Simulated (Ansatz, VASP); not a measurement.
## Two plane-wave programs on Si

```
CELL_PARAMETERS angstrom
0.00000 2.73500 2.73500
2.73500 0.00000 2.73500
2.73500 2.73500 0.00000
ATOMIC_POSITIONS crystal
Si 0.00000 0.00000 0.00000
Si 0.25000 0.25000 0.25000
```

Alike in both runs: task single point; functional HSE06; k mesh 4 × 4 × 4; occupations fermi-dirac, width 0.02 eV; no spin polarisation.

|  | VASP | Ansatz |
| --- | --- | --- |
| version | VASP 6.6.1 | Ansatz 0.2.0 development build |
| potentials or method | VASP PAW PBE potentials, release 64 (Si) | plane waves, PAW datasets (generated soft set 1) |
| plane-wave cutoff (eV) | 520 | 420 |
| valence electrons in the cell | 8 | 8 |

|  | VASP | Ansatz | Ansatz less VASP |
| --- | --- | --- | --- |
| gap on the k mesh at the Fermi level (eV) | 1.37 | 1.36 | -0.011 |

Ansatz warned: «stress_scf_threshold_loose».

Caveats: the k mesh is coarse (spacing up to 0.50 Å⁻¹), so the values aren't converged, least of all with exact exchange. A k mesh can miss the band edges.
